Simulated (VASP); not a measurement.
# TiN (Fm-3m) in VASP: further runs, part 2 of 2

VASP 6.6.1.

### 3 Optical spectrum, r2SCAN

The input, INCAR:

```
SYSTEM = TiN
  ALGO = Normal
  CSHIFT = 0.1
  EDIFF = 1E-7
  ENCUT = 520
  ISIF = 2
  ISMEAR = 0
  LASPH = .TRUE.
  LCHARG = .FALSE.
  LMIXTAU = .TRUE.
  LOPTICS = .TRUE.
  LREAL = .FALSE.
  LWAVE = .FALSE.
  METAGGA = R2SCAN
  NBANDS = 32
  NEDOS = 2000
  NELM = 60
  PREC = Accurate
  SIGMA = 0.02
```

The input, KPOINTS:

```
k-points
0
G
  18 18 18
  0 0 0
```

The input, POSCAR:

```
TiN                                     
1.0
    0.0000000000      2.1197953210      2.1197953210
    2.1197953210      0.0000000000      2.1197953210
    2.1197953210      2.1197953210      0.0000000000
  Ti              N             
     1     1
Direct
     0.0000000000000000    0.0000000000000000    0.0000000000000000
     0.5000000000000000    0.5000000000000000    0.5000000000000000
```

Potentials or basis: VASP PAW PBE potentials, release 64 (Ti_sv, N).

Started as:

```
cat potpaw_PBE.64/Ti_sv/POTCAR potpaw_PBE.64/N/POTCAR > POTCAR
mpirun -np 1 vasp_std > vasp.out
```

OUTCAR:

```text
SYSTEM = TiN
   EDIFF = 1E-7
   ENCUT = 520
   ISIF = 2
   ISMEAR = 0
   LASPH = .TRUE.
   LREAL = .FALSE.
   METAGGA = R2SCAN
   NELM = 60
   PREC = Accurate

 ion  position               nearest neighbor table
   1  0.000  0.000  0.000-   2 2.12   2 2.12   2 2.12   2 2.12   2 2.12   2 2.12
   2  0.500  0.500  0.500-   1 2.12   1 2.12   1 2.12   1 2.12   1 2.12   1 2.12

  LATTYP: Found a face centered cubic cell.
 ALAT       =     4.2395906420

  Lattice vectors:

 A1 = (   0.0000000000,   2.1197953210,   2.1197953210)
 A2 = (   2.1197953210,   0.0000000000,   2.1197953210)
 A3 = (   2.1197953210,   2.1197953210,   0.0000000000)

Analysis of symmetry for initial positions (statically):
=====================================================================
 Subroutine PRICEL returns:
 Original cell was already a primitive cell.

 Routine SETGRP: Setting up the symmetry group for a
 face centered cubic supercell.

 Subroutine GETGRP returns: Found 48 space group operations
 (whereof 48 operations were pure point group operations)
 out of a pool of 48 trial point group operations.

The static configuration has the point symmetry O_h .

Analysis of symmetry for dynamics (positions and initial velocities):
=====================================================================
 Subroutine PRICEL returns:
 Original cell was already a primitive cell.

 Routine SETGRP: Setting up the symmetry group for a
 face centered cubic supercell.

 Subroutine GETGRP returns: Found 48 space group operations
 (whereof 48 operations were pure point group operations)
 out of a pool of 48 trial point group operations.

The dynamic configuration has the point symmetry O_h .

 Subroutine INISYM returns: Found 48 space group operations
 (whereof 48 operations are pure point group operations),
 and found     1 'primitive' translations

----------------------------------------------------------------------------------------

                                     Primitive cell

  volume of cell :      19.0507

  direct lattice vectors                    reciprocal lattice vectors
     0.000000000  2.119795321  2.119795321    -0.235871829  0.235871829  0.235871829
     2.119795321  0.000000000  2.119795321     0.235871829 -0.235871829  0.235871829
     2.119795321  2.119795321  0.000000000     0.235871829  0.235871829 -0.235871829

  length of vectors
     2.997843292  2.997843292  2.997843292     0.408541992  0.408541992  0.408541992
[... 127 lines left out ...]

  energy without entropy =      -26.01421084  energy(sigma->0) =      -26.01429540

 E-fermi :  11.6686     XC(G=0): -13.8858

 val. band max:       11.6664630222   @ k =   0.1111   0.0556   0.0000
 cond. band min:      11.6876550081   @ k =   0.4444   0.2222   0.1111
 fundamental gap:      0.0211919859
 Fermi energy:        11.6686357164

 k-point     1 :       0.0000    0.0000    0.0000
  band No.  band energies     occupation
      1     -48.6918      2.00000
      2     -23.6278      2.00000
      3     -23.6277      2.00000
      4     -23.6277      2.00000
      5      -6.5967      2.00000
      6       9.2864      2.00000
[... 541 lines left out ...]
     19      34.9522      0.00000
     20      37.3598      0.00000

 [... further k-points ...]

 [bands above 20 left out]

------------------------ aborting loop because EDIFF is reached ----------------------------------------

  FORCE on cell =-STRESS in cart. coord.  units (eV):
  Direction    XX          YY          ZZ          XY          YZ          ZX
  --------------------------------------------------------------------------------------
  -------------------------------------------------------------------------------------
  Total        0.0012017      0.0012017      0.0012017      0.0000000      0.0000000      0.0000000
  in kB        0.1010610      0.1010610      0.1010610      0.0000000      0.0000000      0.0000000
  external PRESSURE =       0.1010610 kB  Pullay stress =       0.0000000 kB

 VOLUME and BASIS-vectors are now :
 -----------------------------------------------------------------------------
  energy-cutoff  :      520.00
  volume of cell :       19.05
      direct lattice vectors                 reciprocal lattice vectors
     0.000000000  2.119795321  2.119795321    -0.235871829  0.235871829  0.235871829
     2.119795321  0.000000000  2.119795321     0.235871829 -0.235871829  0.235871829
     2.119795321  2.119795321  0.000000000     0.235871829  0.235871829 -0.235871829

 POSITION                                       TOTAL-FORCE (eV/Angst)
 -----------------------------------------------------------------------------------
      0.00000      0.00000      0.00000         0.000000      0.000000      0.000000
      2.11980      2.11980      2.11980         0.000000      0.000000     -0.000000
 -----------------------------------------------------------------------------------
    total drift:                                0.000000     -0.000000     -0.000000

  FREE ENERGIE OF THE ION-ELECTRON SYSTEM (eV)
  ---------------------------------------------------
  free  energy   TOTEN  =       -26.0143799544 eV

  energy  without entropy=      -26.0142108378  energy(sigma->0) =      -26.01429540

 electrical conductivity sigma (Mega S m-1) (frequency dependency in vasprun.xml)
  --------------------------------------------------------------------------------------
       0.110       0.000       0.000
       0.000       0.110       0.000
      -0.000      -0.000       0.110

  frequency dependent IMAGINARY DIELECTRIC FUNCTION (independent particle, no local field effects) density-density
     E(ev)      X         Y         Z        XY        YZ        ZX
  --------------------------------------------------------------------------------------------------------------
     0.00000     0.00000     0.00000     0.00000     0.00000     0.00000     0.00000
     1.40300     2.66352     2.66352     2.66352     0.00000     0.00000     0.00000
     2.80600     1.96772     1.96772     1.96772     0.00000     0.00000    -0.00000
     4.20900     4.15428     4.15428     4.15428    -0.00000    -0.00000    -0.00000
     5.61201     9.09675     9.09675     9.09675     0.00000     0.00000     0.00000
     7.01501     9.26683     9.26683     9.26683     0.00000     0.00000     0.00000
[... 92 lines left out ...]
   137.49413     0.00008     0.00008     0.00008     0.00000     0.00000    -0.00000
   138.89713     0.00007     0.00007     0.00007     0.00000     0.00000    -0.00000

  frequency dependent      REAL DIELECTRIC FUNCTION (independent particle, no local field effects) density-density
     E(ev)        X           Y           Z          XY          YZ          ZX
  --------------------------------------------------------------------------------------------------------------
     0.00000    56.50244    56.50244    56.50244     0.00000     0.00000     0.00000
     1.40300     3.54432     3.54432     3.54432    -0.00000    -0.00000     0.00000
     2.80600     8.23672     8.23672     8.23672     0.00000    -0.00000    -0.00000
     4.20900     7.41030     7.41030     7.41030     0.00000     0.00000     0.00000
     5.61201     5.84014     5.84014     5.84014    -0.00000     0.00000    -0.00000
     7.01501     1.34694     1.34694     1.34694    -0.00000    -0.00000    -0.00000
[... 92 lines left out ...]
   137.49413     0.95163     0.95163     0.95163    -0.00000    -0.00000    -0.00000
   138.89713     0.95267     0.95267     0.95267    -0.00000    -0.00000    -0.00000

  frequency dependent IMAGINARY DIELECTRIC FUNCTION (independent particle, no local field effects) current-current
     E(ev)      X         Y         Z        XY        YZ        ZX
  --------------------------------------------------------------------------------------------------------------
     0.00000   149.30338   149.30338   149.30338    -0.00000     0.00000     0.00000
     1.40300     3.00852     3.00852     3.00852     0.00000    -0.00000     0.00000
     2.80600     2.47851     2.47851     2.47851     0.00000    -0.00000    -0.00000
     4.20900     4.45581     4.45581     4.45581     0.00000     0.00000     0.00000
     5.61201     9.26832     9.26832     9.26832     0.00000    -0.00000    -0.00000
     7.01501     9.27643     9.27643     9.27643     0.00000     0.00000     0.00000
[... 92 lines left out ...]
   137.49413     0.00001     0.00001     0.00001     0.00000     0.00000    -0.00000
   138.89713     0.00000     0.00000     0.00000     0.00000     0.00000    -0.00000

  frequency dependent      REAL DIELECTRIC FUNCTION (independent particle, no local field effects) current-current
     E(ev)        X           Y           Z          XY          YZ          ZX
  --------------------------------------------------------------------------------------------------------------
     0.00000    31.04929    31.04929    31.04929    -0.00000    -0.00000     0.00000
     1.40300     3.52267     3.52267     3.52267     0.00000     0.00000     0.00000
     2.80600     8.17347     8.17347     8.17347     0.00000     0.00000     0.00000
     4.20900     7.25391     7.25391     7.25391     0.00000     0.00000    -0.00000
     5.61201     5.53944     5.53944     5.53944     0.00000     0.00000     0.00000
     7.01501     1.09675     1.09675     1.09675     0.00000     0.00000    -0.00000
[... 92 lines left out ...]
   137.49413     0.95166     0.95166     0.95166    -0.00000    -0.00000    -0.00000
   138.89713     0.95270     0.95270     0.95270    -0.00000    -0.00000    -0.00000
```

OSZICAR:

```text
N       E                     dE             d eps       ncg     rms          rms(c)
DAV:   1     0.141222481447E+03    0.14122E+03   -0.61175E+03 12904   0.646E+02
DAV:   2    -0.261152349496E+02   -0.16734E+03   -0.15350E+03 13456   0.227E+02
DAV:   3    -0.357934262595E+02   -0.96782E+01   -0.95403E+01 14784   0.539E+01
[... 12 lines left out ...]
DAV:  16    -0.260143803489E+02   -0.12979E-04   -0.34723E-06 13600   0.122E-02    0.656E-03
DAV:  17    -0.260143768270E+02    0.35219E-05   -0.13407E-07 14608   0.320E-03    0.598E-03
DAV:  18    -0.260143820099E+02   -0.51829E-05   -0.16191E-06 12800   0.758E-03    0.318E-03
DAV:  19    -0.260143799599E+02    0.20501E-05   -0.13625E-07 15272   0.241E-03    0.140E-03
DAV:  20    -0.260143799544E+02    0.54677E-08   -0.76583E-09  7152   0.469E-04
   1 F= -.26014380E+02 E0= -.26014295E+02  d E =-.169117E-03
 imaginary and real dielectric function
```

Wall time 5.1 min (1 thread of Intel Xeon Platinum 8488C (Sapphire Rapids), shared host); peak memory 0.32 GiB.

What came out:

```yaml
Free_energy: -26.0144 eV
Pressure: 0.0 GPa
Band_gap_on_the_k_mesh: none (metal or under the smearing width)
```

Dielectric function (mean over the directions given):
| energy (eV) | real part | imaginary part |
| --- | --- | --- |
| 0.28 | 27.81 | 54.86 |
| 1.26 | 2.39 | 4.44 |
| 2.31 | 7.17 | 1.96 |
| 3.37 | 9.37 | 3.31 |
| 4.42 | 8.42 | 4.63 |
| 5.40 | 7.93 | 9.05 |
| 6.45 | 4.55 | 8.48 |
| 7.51 | 0.00 | 6.76 |
| 8.56 | -0.41 | 5.74 |
| 9.61 | -1.90 | 4.94 |
| 10.59 | -2.39 | 2.96 |
| 11.64 | -1.18 | 1.27 |
| 12.70 | 0.75 | 1.18 |
| 13.75 | 0.72 | 1.96 |
| 14.80 | 0.02 | 1.91 |
| 15.78 | 0.04 | 1.24 |
| 16.84 | 0.83 | 1.00 |
| 17.89 | 1.64 | 2.04 |
| 18.94 | 0.08 | 1.84 |
| 19.99 | 0.34 | 1.99 |

Caveat: independent-particle spectra lack excitons; the intraband (Drude) part of a metal's response may be missing; the PAW data sets were made with another functional, which shifts forces and pressure a little.
